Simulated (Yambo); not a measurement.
# Sn (Fd-3m) in Yambo: a series of runs, part 2 of 3

Yambo 5.3.0.

## Step 3: G0W0 quasiparticle levels, PBE

The input, g0w05.in:

```
gw0
dyson
el_el_corr
rim_cut
HF_and_locXC
ppa
em1d
RandQpts= 1000000
RandGvec= 50 RL
EXXRLvcs= 72 Ry
VXCRLvcs= 72 Ry
Chimod= "HARTREE"
% BndsRnXp
 1 | 164 |
%
NGsBlkXp= 8 Ry
% LongDrXp
 1 | 1 | 1 |
%
PPAPntXp= 27.21138 eV
% GbndRnge
 1 | 164 |
%
GTermKind= "BG"
DysSolver= "n"
OnMassShell
ExtendOut
% QPkrange
 1 | 1 | 12 | 15 |
 4 | 4 | 12 | 15 |
 16 | 16 | 12 | 15 |
%
```

The input, scf.in:

```
&CONTROL
  calculation = 'scf'
  prefix = 'pwscf'
  outdir = './tmp'
  pseudo_dir = './pseudo'
/
&SYSTEM
  ibrav = 0
  A = 4.57263724
  nat = 2
  ntyp = 1
  ecutwfc = 72
  nbnd = 21
  occupations = 'smearing'
  smearing = 'fd'
  degauss = 0.00367493
  force_symmorphic = .true.
/
&ELECTRONS
  conv_thr = 4d-10
  electron_maxstep = 120
  mixing_beta = 0.5
/
ATOMIC_SPECIES
Sn   118.7100 Sn.upf
CELL_PARAMETERS alat
   0.0000000000    0.7071067811    0.7071067811
   0.7071067811    0.0000000000    0.7071067811
   0.7071067811    0.7071067811    0.0000000000
ATOMIC_POSITIONS alat
Sn     1.0606601717    1.0606601717    1.0606601717
Sn     0.7071067811    0.7071067811    0.7071067811
K_POINTS automatic
8 8 8 0 0 0
```

The input, nscf.in:

```
&CONTROL
  calculation = 'nscf'
  prefix = 'pwscf'
  outdir = './tmp'
  pseudo_dir = './pseudo'
/
&SYSTEM
  ibrav = 0
  A = 4.57263724
  nat = 2
  ntyp = 1
  ecutwfc = 72
  nbnd = 164
  occupations = 'smearing'
  smearing = 'fd'
  degauss = 0.00367493
  force_symmorphic = .true.
/
&ELECTRONS
  conv_thr = 1d-08
  diago_full_acc = .true.
  diago_thr_init = 1d-06
/
ATOMIC_SPECIES
Sn   118.7100 Sn.upf
CELL_PARAMETERS alat
   0.0000000000    0.7071067811    0.7071067811
   0.7071067811    0.0000000000    0.7071067811
   0.7071067811    0.7071067811    0.0000000000
ATOMIC_POSITIONS alat
Sn     1.0606601717    1.0606601717    1.0606601717
Sn     0.7071067811    0.7071067811    0.7071067811
K_POINTS automatic
6 6 6 0 0 0
```

Potentials or basis: PseudoDojo 0.4.1 SR PBE standard.

Run with:

```console
$ OMP_NUM_THREADS=1 pw.x -in scf.in > scf.out
$ OMP_NUM_THREADS=1 pw.x -in nscf.in > nscf.out
$ cd tmp/pwscf.save; p2y; mv SAVE ../..; cd ../..
$ OMP_NUM_THREADS=1 yambo
$ mkdir -p g0w05; ln -s $PWD/g0w00/ndb.pp* g0w05/
$ mkdir -p g0w05; ln -s $PWD/g0w00/ndb.RIM g0w05/
$ OMP_NUM_THREADS=1 yambo -F g0w05.in -J g0w05 -C g0w05_out
```

Yambo's report:

```text
[... sections 02.01 to 02.04 as in the set-up run ...]

  [02.05] Energies & Occupations
  ==============================

  [X] === General ===
  [X] Electronic Temperature                        :  0.258693E-1   300.200    [eV K]
  [X] Bosonic    Temperature                        :  0.258606E-1   300.100    [eV K]
  [X] Finite Temperature mode                       : yes
  [X] El. density                                   :  0.41416E+24 [cm-3]
  [X] Fermi Level                                   :  8.228077 [eV]

  [X] === Gaps and Widths ===
  [X] Conduction Band Min                           :  8.228077 [eV]
  [X] Valence Band Max                              :  8.228077 [eV]
  [X] Filled Bands                                  :  12
  [X] Metallic Bands                                :  13  15
  [X] Empty Bands                                   :   16  164

  [X] === Metallic Characters ===
  [X] N of el / N of met el                         :  28.00000   3.82720
  [X] Average metallic occ.                         :  0.318933

  [WARNING] [X] Metallic system

 [03] Transferred momenta grid and indexing
 ==========================================

 IBZ Q-points                                      :  16
 BZ  Q-points                                      :  216

 K/Q-points units:
 rlu = crystal or reduced units; cc = cartesian coordinates; iku = interal k-units

 Q [ 1]         [rlu]:  0.000000  0.000000  0.000000
 Q [ 2]         [rlu]:  0.39840E-17  0.17862E-16  0.16667
 Q [ 3]         [rlu]:  0.79680E-17  0.35724E-16  0.33333
 Q [ 4]         [rlu]:  0.71315E-16  0.15804E-16 -0.50000
 Q [ 5]         [rlu]: -0.86680E-17  0.16667      0.16667
 Q [ 6]         [rlu]:  0.39840E-17  0.16667      0.33333
 Q [ 7]         [rlu]: -0.19788E-16  0.16667      0.50000
 Q [ 8]         [rlu]:  0.17333E-16  0.16667     -0.33333
[... 214 lines left out ...]
  =============================

  Legend (energies in eV)
  - B  : Band       - Eo  : bare energy
  - E  : QP energy  - Z   : Renormalization factor
  - lXC: Local XC (Perdew, Burke & Ernzerhof(X)+Perdew, Burke & Ernzerhof(C))
  -nlXC: non-Local XC (Hartree-Fock)

  QP [eV] @ K [1] (iku):  0.000000  0.000000  0.000000
   B=12 Eo= -0.57 E= -1.05 E-Eo= -0.48 Re(Z)=1.00 Im(Z)=  0.00000 nlXC=-12.30681 lXC=-13.34037
   B=13 Eo=  0.07 E= -0.90 E-Eo= -0.97 Re(Z)=1.00 Im(Z)=  0.00000 nlXC=-11.45487 lXC=-11.38395
   B=14 Eo=  0.07 E= -0.91 E-Eo= -0.98 Re(Z)=1.00 Im(Z)=  0.00000 nlXC=-11.45487 lXC=-11.38395
   B=15 Eo=  0.07 E= -0.91 E-Eo= -0.99 Re(Z)=1.00 Im(Z)=  0.00000 nlXC=-11.45487 lXC=-11.38395

  QP [eV] @ K [4] (iku): -0.250000 -0.250000  0.250000
   B=12 Eo= -6.35 E= -7.34 E-Eo= -0.99 Re(Z)=1.00 Im(Z)=  0.00000 nlXC=-15.20944 lXC=-10.89840
   B=13 Eo= -1.14 E= -2.28 E-Eo= -1.13 Re(Z)=1.00 Im(Z)=  0.00000 nlXC=-12.91077 lXC=-10.83031
   B=14 Eo= -1.14 E= -2.28 E-Eo= -1.14 Re(Z)=1.00 Im(Z)=  0.00000 nlXC=-12.91076 lXC=-10.83031
   B=15 Eo=  0.00 E= -0.42 E-Eo= -0.43 Re(Z)=1.00 Im(Z)=  0.00000 nlXC= -8.82515 lXC=-10.93396

  QP [eV] @ K [16] (iku): -0.50000      0.16667      0.11962E-16
   B=12 Eo= -7.52 E= -8.34 E-Eo= -0.83 Re(Z)=1.00 Im(Z)=  0.00000 nlXC=-16.56465 lXC=-11.76394
   B=13 Eo= -2.97 E= -4.07 E-Eo= -1.10 Re(Z)=1.00 Im(Z)=  0.00000 nlXC=-12.55706 lXC= -9.79899
   B=14 Eo= -2.97 E= -4.07 E-Eo= -1.10 Re(Z)=1.00 Im(Z)=  0.00000 nlXC=-12.55706 lXC= -9.79857
   B=15 Eo=  2.29 E=  1.92 E-Eo= -0.38 Re(Z)=1.00 Im(Z)= 0.000000 nlXC=-6.091109 lXC=-9.740301

  [WR./g0w05//ndb.QP]-------------------------------------------------------------
   Lattice constants                                :  6.110132  6.110132  6.110132
   Coulomb cutoff potential                         : none
   Electronic Temperature                           :  300.2000 [K]
   Bosonic    Temperature                           :  300.1000 [K]
   Green`s function   energies                      : Perdew, Burke & Ernzerhof(X)+Perdew, Burke & Ernzerhof(C)
   wavefunctions                                    : Perdew, Burke & Ernzerhof(X)+Perdew, Burke & Ernzerhof(C)
   PPA    diel. fun.  energies                      : Perdew, Burke & Ernzerhof(X)+Perdew, Burke & Ernzerhof(C)
   wavefunctions                                    : Perdew, Burke & Ernzerhof(X)+Perdew, Burke & Ernzerhof(C)
   QP tot states                                    :  12
   GW solver                                        : Newton
   GW approximation                                 : PPA
   PPA imaginary Energy                             :  27.21138 ev
   RIM G`s                                          :   51
   RIM random pts                                   :  1000000
   dS/dw steps                                      :  2
   dS/dw step                                       :  0.100000 ev
   X G`s                                            :  181 used
   X G`s                                            :  181 disk
   X bands                                          :    1  164
   X poles                                          :  100.0000 o/o
   X e/h E range                                    : -1.000000 -1.000000 ev
   X Hxc Kernel                                     : HARTREE
   X BZ energy Double Grid                          : no
   X Optical Averaged directions                    : none
   Sc/G bands                                       :    1  164
   Sc/G damping                                     :  0.100000 ev
   Sc bands terminator                              : yes
   Sc terminator kind                               : BG
   Sc Terminator pole                               :  40.81708
   Sx RL components                                 :   4813

   QP @ state[ 1 ] K range                          :  1  1
   QP @ state[ 1 ] b range                          :  12  15
   QP @ state[ 2 ] K range                          :   4   4
   QP @ state[ 2 ] b range                          :  12  15
   QP @ state[ 3 ] K range                          :  16  16
   QP @ state[ 3 ] b range                          :  12  15
   GF energies kind                                 : Perdew, Burke & Ernzerhof(X)+Perdew, Burke & Ernzerhof(C)
   GF WF`s kind                                     : Perdew, Burke & Ernzerhof(X)+Perdew, Burke & Ernzerhof(C)
   Xs energies kind                                 : Perdew, Burke & Ernzerhof(X)+Perdew, Burke & Ernzerhof(C)
   Xs WF`s kind                                     : Perdew, Burke & Ernzerhof(X)+Perdew, Burke & Ernzerhof(C)
```

o-g0w05.qp:

```text
# GW solver                                       : Newton
# GW approximation                                : PPA
# PPA imaginary Energy                            :   27.2113800    [ev]
[... 45 lines left out ...]
        16                 14                -2.970044          -4.069704          -1.099660          -9.798572          -12.55706           1.658825           1.658825           0.000000           1.000000           0.000000           14.31344           45.98559
        16                 15                 2.291771           1.916412          -0.375359          -9.740301          -6.091109          -4.024551          -4.024551           0.000000           1.000000           0.000000          -19.11550           34.43342
#
```

Results:

* Band gap on the k mesh, mean-field level: none (metal or under the smearing width)

Quasiparticle terms (eV):
```csv
k point,band,Kohn-Sham level,Vxc,Σx,Σc,Z,result
"(0.000, 0.000, 0.000)",12,-0.57,-13.34,-12.31,-1.51,1.00,-1.05
"(0.000, 0.000, 0.000)",13,0.07,-11.38,-11.45,-0.90,1.00,-0.90
"(0.000, 0.000, 0.000)",14,0.07,-11.38,-11.45,-0.91,1.00,-0.91
"(0.000, 0.000, 0.000)",15,0.07,-11.38,-11.45,-0.92,1.00,-0.91
"(0.000, 0.000, -0.500)",12,-6.35,-10.90,-15.21,3.32,1.00,-7.34
"(0.000, 0.000, -0.500)",13,-1.14,-10.83,-12.91,0.95,1.00,-2.28
"(0.000, 0.000, -0.500)",14,-1.14,-10.83,-12.91,0.94,1.00,-2.28
"(0.000, 0.000, -0.500)",15,0.00,-10.93,-8.83,-2.54,1.00,-0.42
"(0.167, -0.500, -0.333)",12,-7.52,-11.76,-16.56,3.97,1.00,-8.34
"(0.167, -0.500, -0.333)",13,-2.97,-9.80,-12.56,1.66,1.00,-4.07
"(0.167, -0.500, -0.333)",14,-2.97,-9.80,-12.56,1.66,1.00,-4.07
"(0.167, -0.500, -0.333)",15,2.29,-9.74,-6.09,-4.02,1.00,1.92
```

Caveat: the potentials hold a filled d shell without the s and p states of that shell, which can shift GW gaps by tenths of an eV, either way; the plasmon-pole model is rough for a metal; this version prints the column dSc/dw multiplied by 27.2; without the factor Z the correction comes out too large; the terminator is approximate in this version, by hundredths of an eV.

## Step 4: G0W0 quasiparticle levels, PBE

The input, g0w06.in:

```
gw0
dyson
el_el_corr
rim_cut
HF_and_locXC
ppa
em1d
RandQpts= 1000000
RandGvec= 50 RL
EXXRLvcs= 40 Ry
VXCRLvcs= 40 Ry
Chimod= "HARTREE"
% BndsRnXp
 1 | 164 |
%
NGsBlkXp= 8 Ry
% LongDrXp
 1 | 1 | 1 |
%
PPAPntXp= 27.21138 eV
% GbndRnge
 1 | 164 |
%
GTermKind= "BG"
DysSolver= "n"
ExtendOut
% QPkrange
 1 | 1 | 12 | 15 |
 4 | 4 | 12 | 15 |
 16 | 16 | 12 | 15 |
%
```

scf.in is that of step 3.

nscf.in is that of step 3.

Potentials or basis: PseudoDojo 0.4.1 SR PBE standard.

Run with:

```console
$ OMP_NUM_THREADS=1 pw.x -in scf.in > scf.out
$ OMP_NUM_THREADS=1 pw.x -in nscf.in > nscf.out
$ cd tmp/pwscf.save; p2y; mv SAVE ../..; cd ../..
$ OMP_NUM_THREADS=1 yambo
$ mkdir -p g0w06; ln -s $PWD/g0w00/ndb.pp* g0w06/
$ mkdir -p g0w06; ln -s $PWD/g0w00/ndb.RIM g0w06/
$ OMP_NUM_THREADS=1 yambo -F g0w06.in -J g0w06 -C g0w06_out
```

Yambo's report:

```text
[... sections 02.01 to 02.04 as in the set-up run ...]

  [02.05] Energies & Occupations
  ==============================

  [X] === General ===
  [X] Electronic Temperature                        :  0.258693E-1   300.200    [eV K]
  [X] Bosonic    Temperature                        :  0.258606E-1   300.100    [eV K]
  [X] Finite Temperature mode                       : yes
  [X] El. density                                   :  0.41416E+24 [cm-3]
  [X] Fermi Level                                   :  8.228077 [eV]

  [X] === Gaps and Widths ===
  [X] Conduction Band Min                           :  8.228077 [eV]
  [X] Valence Band Max                              :  8.228077 [eV]
  [X] Filled Bands                                  :  12
  [X] Metallic Bands                                :  13  15
  [X] Empty Bands                                   :   16  164

  [X] === Metallic Characters ===
  [X] N of el / N of met el                         :  28.00000   3.82720
  [X] Average metallic occ.                         :  0.318933

  [WARNING] [X] Metallic system

 [03] Transferred momenta grid and indexing
 ==========================================

 IBZ Q-points                                      :  16
 BZ  Q-points                                      :  216

 K/Q-points units:
 rlu = crystal or reduced units; cc = cartesian coordinates; iku = interal k-units

 Q [ 1]         [rlu]:  0.000000  0.000000  0.000000
 Q [ 2]         [rlu]:  0.39840E-17  0.17862E-16  0.16667
 Q [ 3]         [rlu]:  0.79680E-17  0.35724E-16  0.33333
 Q [ 4]         [rlu]:  0.71315E-16  0.15804E-16 -0.50000
 Q [ 5]         [rlu]: -0.86680E-17  0.16667      0.16667
 Q [ 6]         [rlu]:  0.39840E-17  0.16667      0.33333
 Q [ 7]         [rlu]: -0.19788E-16  0.16667      0.50000
 Q [ 8]         [rlu]:  0.17333E-16  0.16667     -0.33333
[... 226 lines left out ...]
   B=12 Eo= -0.57 E= -0.94 E-Eo= -0.37 Re(Z)=0.78 Im(Z)=-0.143132E-2 nlXC= -12.3059 lXC= -13.3446 So= -1.51261
   B=13 Eo=  0.07 E= -0.68 E-Eo= -0.76 Re(Z)=0.79 Im(Z)=-0.161898E-2 nlXC= -11.4425 lXC= -11.3813 So=-0.903898
   B=14 Eo=  0.07 E= -0.69 E-Eo= -0.77 Re(Z)=0.79 Im(Z)=-0.161899E-2 nlXC= -11.4425 lXC= -11.3813 So=-0.913025
   B=15 Eo=  0.07 E= -0.69 E-Eo= -0.77 Re(Z)=0.79 Im(Z)=-0.161944E-2 nlXC= -11.4425 lXC= -11.3813 So=-0.915213

  QP [eV] @ K [4] (iku): -0.250000 -0.250000  0.250000
   B=12 Eo= -6.35 E= -7.12 E-Eo= -0.77 Re(Z)=0.78 Im(Z)= -0.06561 nlXC=-15.20755 lXC=-10.89481 So=  3.32285
   B=13 Eo= -1.14 E= -2.02 E-Eo= -0.88 Re(Z)=0.78 Im(Z)=-0.107095E-2 nlXC= -12.9047 lXC= -10.8280 So= 0.948998
   B=14 Eo= -1.14 E= -2.03 E-Eo= -0.88 Re(Z)=0.78 Im(Z)=-0.106302E-2 nlXC= -12.9047 lXC= -10.8280 So= 0.942997
   B=15 Eo=  0.00 E= -0.33 E-Eo= -0.34 Re(Z)=0.79 Im(Z)=-0.157931E-2 nlXC= -8.81671 lXC= -10.9283 So= -2.53669

  QP [eV] @ K [16] (iku): -0.50000      0.16667      0.11962E-16
   B=12 Eo= -7.52 E= -8.08 E-Eo= -0.56 Re(Z)=0.68 Im(Z)=-0.728408E-3 nlXC= -16.5601 lXC= -11.7626 So=  3.97316
   B=13 Eo= -2.97 E= -3.81 E-Eo= -0.84 Re(Z)=0.76 Im(Z)=-0.473558E-4 nlXC= -12.5543 lXC= -9.79114 So=  1.66235
   B=14 Eo= -2.97 E= -3.81 E-Eo= -0.84 Re(Z)=0.76 Im(Z)=-0.577912E-4 nlXC= -12.5543 lXC= -9.79329 So=  1.65882
   B=15 Eo=  2.29 E=  2.00 E-Eo= -0.29 Re(Z)=0.79 Im(Z)=-0.694971E-2 nlXC= -6.07632 lXC= -9.72676 So= -4.02455

  [WR./g0w06//ndb.QP]-------------------------------------------------------------
   Lattice constants                                :  6.110132  6.110132  6.110132
   Coulomb cutoff potential                         : none
   Electronic Temperature                           :  300.2000 [K]
   Bosonic    Temperature                           :  300.1000 [K]
   Green`s function   energies                      : Perdew, Burke & Ernzerhof(X)+Perdew, Burke & Ernzerhof(C)
   wavefunctions                                    : Perdew, Burke & Ernzerhof(X)+Perdew, Burke & Ernzerhof(C)
   PPA    diel. fun.  energies                      : Perdew, Burke & Ernzerhof(X)+Perdew, Burke & Ernzerhof(C)
   wavefunctions                                    : Perdew, Burke & Ernzerhof(X)+Perdew, Burke & Ernzerhof(C)
   QP tot states                                    :  12
   GW solver                                        : Newton
   GW approximation                                 : PPA
   PPA imaginary Energy                             :  27.21138 ev
   RIM G`s                                          :   51
   RIM random pts                                   :  1000000
   dS/dw steps                                      :  2
   dS/dw step                                       :  0.100000 ev
   X G`s                                            :  181 used
   X G`s                                            :  181 disk
   X bands                                          :    1  164
   X poles                                          :  100.0000 o/o
   X e/h E range                                    : -1.000000 -1.000000 ev
   X Hxc Kernel                                     : HARTREE
   X BZ energy Double Grid                          : no
   X Optical Averaged directions                    : none
   Sc/G bands                                       :    1  164
   Sc/G damping                                     :  0.100000 ev
   Sc bands terminator                              : yes
   Sc terminator kind                               : BG
   Sc Terminator pole                               :  40.81708
   Sx RL components                                 :  1989

   QP @ state[ 1 ] K range                          :  1  1
   QP @ state[ 1 ] b range                          :  12  15
   QP @ state[ 2 ] K range                          :   4   4
   QP @ state[ 2 ] b range                          :  12  15
   QP @ state[ 3 ] K range                          :  16  16
   QP @ state[ 3 ] b range                          :  12  15
   GF energies kind                                 : Perdew, Burke & Ernzerhof(X)+Perdew, Burke & Ernzerhof(C)
   GF WF`s kind                                     : Perdew, Burke & Ernzerhof(X)+Perdew, Burke & Ernzerhof(C)
   Xs energies kind                                 : Perdew, Burke & Ernzerhof(X)+Perdew, Burke & Ernzerhof(C)
   Xs WF`s kind                                     : Perdew, Burke & Ernzerhof(X)+Perdew, Burke & Ernzerhof(C)
```

What came out:

```yaml
Band_gap_on_the_k_mesh_mean-field_level: none (metal or under the smearing width)
```

Quasiparticle terms (eV):
```tsv
k point	band	Kohn-Sham level	Vxc	Σx	Σc	Z	result
(0.000, 0.000, 0.000)	12	-0.57	-13.34	-12.31	-1.51	0.78	-0.94
(0.000, 0.000, 0.000)	13	0.07	-11.38	-11.44	-0.90	0.79	-0.68
(0.000, 0.000, 0.000)	14	0.07	-11.38	-11.44	-0.91	0.79	-0.69
(0.000, 0.000, 0.000)	15	0.07	-11.38	-11.44	-0.92	0.79	-0.69
(0.000, 0.000, -0.500)	12	-6.35	-10.89	-15.21	3.32	0.78	-7.12
(0.000, 0.000, -0.500)	13	-1.14	-10.83	-12.90	0.95	0.78	-2.02
(0.000, 0.000, -0.500)	14	-1.14	-10.83	-12.90	0.94	0.78	-2.03
(0.000, 0.000, -0.500)	15	0.00	-10.93	-8.82	-2.54	0.79	-0.33
(0.167, -0.500, -0.333)	12	-7.52	-11.76	-16.56	3.97	0.68	-8.08
(0.167, -0.500, -0.333)	13	-2.97	-9.79	-12.55	1.66	0.76	-3.81
(0.167, -0.500, -0.333)	14	-2.97	-9.79	-12.55	1.66	0.76	-3.81
(0.167, -0.500, -0.333)	15	2.29	-9.73	-6.08	-4.02	0.79	2.00
```

Caveat: the potentials hold a filled d shell without the s and p states of that shell, which can shift GW gaps by tenths of an eV, either way; the plasmon-pole model is rough for a metal; this version prints the column dSc/dw multiplied by 27.2; the terminator is approximate in this version, by hundredths of an eV.

[end of part 2 of 3]
